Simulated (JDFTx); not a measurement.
WC (Qusongite):

```
W C
1.0
     2.90650    0.00000    0.00000
    -1.45325    2.51710    0.00000
     0.00000    0.00000    2.83660
W C
1 1
Direct
  0.00000 0.00000 0.00000
  0.66667 0.33333 0.50000
```

```yaml
Program: JDFTx 1.7.0 (patched build)
Task: relaxation of cell and atoms
Functional: PBE
Potentials_or_basis: SPMS-PBE-1.0 with smoothed tails
Cutoff: 1361 eV
Density_cutoff: 10885 eV
k_mesh: 8 × 8 × 7
Occupations: fermi-dirac, width 0.05 eV
Spin: no spin polarisation
```

At the start: pressure 5.9 GPa; volume 10.38 Å³/atom.

How do energy, volume and symmetry change on relaxing?

Over 6 steps the energy falls by 2.9 meV/atom and the volume is 10.53 Å³/atom (+1.5 %); space group P-6m2 (No. 187, to 0.05 Å).

The path:
| step | energy change (eV) | largest force (eV/Å) | pressure (GPa) | volume (Å³) |
| --- | --- | --- | --- | --- |
| 1 | 0.0000 | 0.0000 | 5.87 | 20.75 |
| 2 | -0.0021 | 0.0000 | 4.61 | 20.82 |
| 3 | -0.0057 | 0.0000 | 0.27 | 21.05 |
| 4 | -0.0058 | 0.0000 | 0.06 | 21.06 |
| 5 | -0.0058 | 0.0000 | 0.01 | 21.07 |
| 6 | -0.0058 | 0.0000 | 0.00 | 21.07 |

Final structure:
```
W C
1.0
     2.92361    0.00000    0.00000
    -1.46180    2.53192    0.00000
     0.00000    0.00000    2.84599
W C
1 1
Direct
  0.00000 0.00000 0.00000
  0.66667 0.33333 0.50000
```
